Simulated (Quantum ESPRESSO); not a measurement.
MgS (Niningerite) in Quantum ESPRESSO: the effect of functional

MgS (Niningerite):

```
CELL_PARAMETERS angstrom
0.00000 2.60165 2.60165
2.60165 0.00000 2.60165
2.60165 2.60165 0.00000
ATOMIC_POSITIONS crystal
S 0.50000 0.50000 0.50000
Mg 0.00000 0.00000 0.00000
```

Alike in all runs:

* Program: Quantum ESPRESSO 7.5
* Task: phonons
* Cutoff: 1143 eV
* Density cutoff: 4572 eV
* k mesh: 6 × 6 × 6, shifted
* Occupations: fermi-dirac, width 0.05 eV
* Spin: no spin polarisation

Each run relaxes the cell or the atoms first.

```tsv
functional	potentials or basis	relaxed volume (Å³/atom)	dielectric constant (mean)	highest phonon frequency (cm⁻¹)
LDA	PseudoDojo 0.4.1 SR LDA standard	16.89	5.60	252
PBE	PseudoDojo 0.4.1 SR PBE standard	?	?	?
PBEsol	PseudoDojo 0.4.1 SR PBEsol standard	17.41	5.54	243
RPBE	PseudoDojo 0.4.1 SR PBE standard	18.36	5.31	220
revPBE	PseudoDojo 0.4.1 SR PBE standard	18.27	5.33	222
WC	PseudoDojo 0.4.1 SR PBE standard	17.53	5.53	244
vdW-DF-cx	PseudoDojo 0.4.1 SR PBE standard	17.68	5.38	251
```

Problem. What does the run with functional PBE give?

Solution. Relaxed volume 17.89 Å³/atom; dielectric constant 5.43 mean; highest phonon frequency 231 cm⁻¹.

Caveats: before the sum rule the acoustic modes lie tens of cm⁻¹ from zero, a sign that the density grid also shifts the optical modes (some runs); the potentials were made for another functional, which shifts forces and pressure (some runs).
